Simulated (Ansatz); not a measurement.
We consider chalcopyrite CuInS₂, described by r²SCAN-D4 (plane waves, PAW; Ansatz, an electronic-structure program).

Run with plane-wave cutoff 560 eV, 10×10×10 k mesh, Fermi–Dirac smearing 0.01 eV, no spin polarisation, scalar-relativistic PAW data made under PBE.

On both sides of the equilibrium volume: at 20.547 Å³/atom the pressure is 1.61 GPa and the direct gap at Γ 0.460 eV; at 21.386 Å³/atom they are -1.44 GPa and 0.334 eV. The fitted bulk modulus is 76.2 GPa.

Q: Work out the volume deformation potential of this gap and its pressure coefficient, in two ways.

A: a_V = dE_g/d ln V = (0.334 − 0.460)/ln(21.386/20.547) = -3.15 eV. Since dP = −B d ln V, dE_g/dP = −a_V/B = 41 meV/GPa. Straight from the pressures: (0.460 − 0.334)/(1.61 − (-1.44)) = 41 meV/GPa. At this level and over this range the gap at Γ widens under pressure.

Spin–orbit coupling is not included.

Note: the bulk modulus comes from volumes at which shape and atoms were relaxed.
